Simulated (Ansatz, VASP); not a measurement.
**SnO2 in VASP and in Ansatz**

Contents of INCAR:

```
PREC = Accurate
ENCUT = 520
EDIFF = 1E-6
ISMEAR = 0
SIGMA = 0.05
LREAL = F
LASPH = T
NELM = 100
ALGO = Fast
ISIF = 2
LWAVE = F
LCHARG = T
GGA = PE
IVDW = 12
LELF = T
LVHAR = T
NBANDS = 35
```

KPOINTS

```
Automatic mesh
0
Gamma
  12 12 4
```

The input POSCAR:

```
SnO2
1.0
    3.1472248191      0.0000000000      0.0000000000
   -1.5736124095      2.7255766448      0.0000000000
    0.0000000000      0.0000000000     10.9724846093
Sn O
2 4
Direct
    0.0000000000      0.0000000000      0.5000000000
    0.0000000000      0.0000000000      0.0000000000
    0.6666666667      0.3333333333      0.4017901367
    0.6666666667      0.3333333333      0.0982098633
    0.3333333333      0.6666666667      0.5982098633
    0.3333333333      0.6666666667      0.9017901367
```

Input for Ansatz:

```yaml
crystal:
  lattice:
    - [3.1472248191, 0.0, 0.0]
    - [-1.5736124095, 2.7255766448, 0.0]
    - [0.0, 0.0, 10.9724846093]
  atoms:
    - { symbol: Sn, position: [0.0, 0.0, 0.5] }
    - { symbol: Sn, position: [0.0, 0.0, 0.0] }
    - { symbol: O, position: [0.6666666667, 0.3333333333, 0.4017901367] }
    - { symbol: O, position: [0.6666666667, 0.3333333333, 0.0982098633] }
    - { symbol: O, position: [0.3333333333, 0.6666666667, 0.5982098633] }
    - { symbol: O, position: [0.3333333333, 0.6666666667, 0.9017901367] }
basis:
  ecutwfc: 520.0
kpoints:
  mp_grid: { grid: [12, 12, 4] }
hamiltonian:
  xc: pbe
  dispersion: d3bj
scf:
  occupations: { method: gaussian, width: 0.05 }
output:
  forces: true
  stress: true
  eigenvalues: true
```

Alike in both runs: task single point; functional PBE; dispersion D3(BJ); k mesh 12 × 12 × 4; occupations gaussian, width 0.05 eV; no spin polarisation.

|  | VASP | Ansatz |
| --- | --- | --- |
| version | VASP 6.6.1 | Ansatz 0.2.0 |
| potentials or method | VASP PAW PBE potentials, release 64 (Sn_d, O) | scalar-relativistic, plane waves, PAW |
| plane-wave cutoff (eV) | 520 | 520 |
| valence electrons in the cell | 52 | 52 |

```tsv
	VASP	Ansatz	Ansatz less VASP
gap on the k mesh at the Fermi level (eV)	2.50	2.53	+0.028
least direct gap on the mesh (eV)	2.86	2.88	+0.024
pressure (GPa)	2.2	1.6	-0.56
largest component of the traceless stress (GPa)	5.94	5.65	-0.293
rms of the force components (eV/Å)	0.177	0.206	+0.0296
```

Atom by atom the forces differ by 0.030 eV/Å (rms over components). With one functional, cell and mesh, what is left measures potentials, basis and numerics.

Caveats: spin-orbit coupling is left out, which moves the levels of the heavy elements. A k mesh can miss the band edges.
